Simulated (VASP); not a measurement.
A run of VASP 6.6.1:

The input INCAR:

```
ALGO = Normal ; AMIX = 0.2
AMIX_MAG = 0.8 ; BMIX = 1E-4
BMIX_MAG = 1E-4 ; EDIFF = 1E-6
ENCUT = 600 ; GGA = PE
ISIF = 2 ; ISMEAR = 1
ISPIN = 2 ; KPAR = 4
LASPH = True ; LCHARG = False
LMAXMIX = 4 ; LORBIT = 11
LREAL = False ; LWAVE = False
MAGMOM = 5 -5 -5 5 0 0 0 0 0 0 ; NELM = 150
PREC = Accurate ; SIGMA = 0.1
```

Contents of KPOINTS:

```
k-points
0
Gamma
  9 9 9
```

POSCAR

```
Fe2O3
1.0
    2.5190000000      1.4543453300      4.5906666700
   -2.5190000000      1.4543453300      4.5906666700
    0.0000000000     -2.9086906600      4.5906666700
Fe O
4 6
Direct
    0.3553000000      0.3553000000      0.3553000000
    0.1447000000      0.1447000000      0.1447000000
    0.6447000000      0.6447000000      0.6447000000
    0.8553000000      0.8553000000      0.8553000000
    0.5559000000      0.9441000000      0.2500000000
    0.2500000000      0.5559000000      0.9441000000
    0.9441000000      0.2500000000      0.5559000000
    0.4441000000      0.0559000000      0.7500000000
    0.7500000000      0.4441000000      0.0559000000
    0.0559000000      0.7500000000      0.4441000000
```

Potentials or basis: VASP PAW PBE potentials, release 64 (Fe, O).

The run is started by

```bash
$ cat potpaw_PBE.64/Fe/POTCAR potpaw_PBE.64/O/POTCAR > POTCAR
$ mpirun -np 4 vasp_std > vasp.out
```

Hardware: 4 MPI ranks on Intel(R) Xeon(R) 6975P-C (Granite Rapids), with other jobs on the host.

**Question.** Estimate the wall time of this run.

**Answer.** It took 5.3 min on 4 MPI ranks on Intel(R) Xeon(R) 6975P-C (Granite Rapids), with other jobs on the host, peak memory 0.79 GiB a rank. Counts: scf iterations 19, k points 85.
